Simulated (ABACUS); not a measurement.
Crystal: CdTe.

```
Te Cd
1.0
    -3.20500    0.00000    3.20500
     0.00000    3.20500    3.20500
    -3.20500    3.20500    0.00000
Te Cd
1 1
Direct
  0.25000 0.25000 0.25000
  0.00000 0.00000 0.00000
```

```yaml
Program: ABACUS 3.10.1
Task: relaxation of cell and atoms
Functional: SCAN
Potentials_or_basis: SG15 ONCV 1.2 PBE
Cutoff: 1619 eV
Density_cutoff: 6476 eV
Basis: plane waves
k_mesh: 4 × 4 × 4
Occupations: fermi-dirac, width 0.05 eV
Spin: no spin polarisation
```

At the start: pressure 1.9 GPa; volume 32.92 Å³/atom.

Problem. How do energy, volume and symmetry change on relaxing?

Solution. Over 3 steps the energy falls by 7.4 meV/atom and the volume is 34.25 Å³/atom (+4.0 %); space group F-43m (No. 216, to 0.05 Å).

Step by step:
| step | energy change (eV) | largest force (eV/Å) | pressure (GPa) | volume (Å³) |
| --- | --- | --- | --- | --- |
| 1 | 0.0000 | 0.0000 | 1.86 | 65.84 |
| 2 | -0.0123 | 0.0000 | -0.68 | 69.68 |
| 3 | -0.0148 | 0.0000 | 0.01 | 68.51 |

Final structure:
```yaml
crystal:
  lattice:
    - [-3.24766, 0.00000, 3.24766]
    - [0.00000, 3.24766, 3.24766]
    - [-3.24766, 3.24766, 0.00000]
  atoms:
    - { symbol: Te, position: [0.25000, 0.25000, 0.25000] }
    - { symbol: Cd, position: [0.00000, 0.00000, 0.00000] }
```

Caveat: the k mesh is coarse (spacing up to 0.42 Å⁻¹), so the values aren't converged; the potentials were made for another functional, which shifts forces and pressure.
